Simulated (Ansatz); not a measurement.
Runs of Ansatz 0.2.0 on MgS (Niningerite). It takes space group Fm-3m (No. 225, cubic). Conventional cell: a = 5.203 Å, b = 5.203 Å, c = 5.203 Å, α = 90.00°, β = 90.00°, γ = 90.00°. Around S (site symmetry m-3m) lie 6 Mg at 2.60 Å. Around Mg (site symmetry m-3m) lie 6 S at 2.60 Å. 

```csv
task,level,cutoff (eV),share of exact exchange,gap on the mesh (eV),pressure (GPa)
single point,r2SCAN0 form with a typed share of exact exchange,500,0,3.87,0.1
single point,r2SCAN0 form with a typed share of exact exchange,500,0.35,6.02,-1.1
projected density of states,PBE0,420,-,(b),(a)
projected density of states,PBEsol,420,-,3.11,-0.8
projected density of states,r2SCAN,500,-,3.87,0.1
```

Alike in all rows: potentials or basis Ansatz PAW; no spin polarisation; cell as given; k mesh 5 × 5 × 5; smearing fermi-dirac 0.05 eV.

Q: Fill in the values left out.

A: (a) -0.3; (b) 4.97.

Caveats: odd divisions of the mesh miss points on the zone boundary, where band edges often lie, so the gap on the mesh can be too wide; the PAW data sets come from PBE, with cores solved anew for the run's functional, which leaves a small shift of forces and pressure; the density of states is complete only up to the lowest level of the last band computed (some runs); the thresholds are loose for stress (some runs).

A k mesh can miss the band edges.
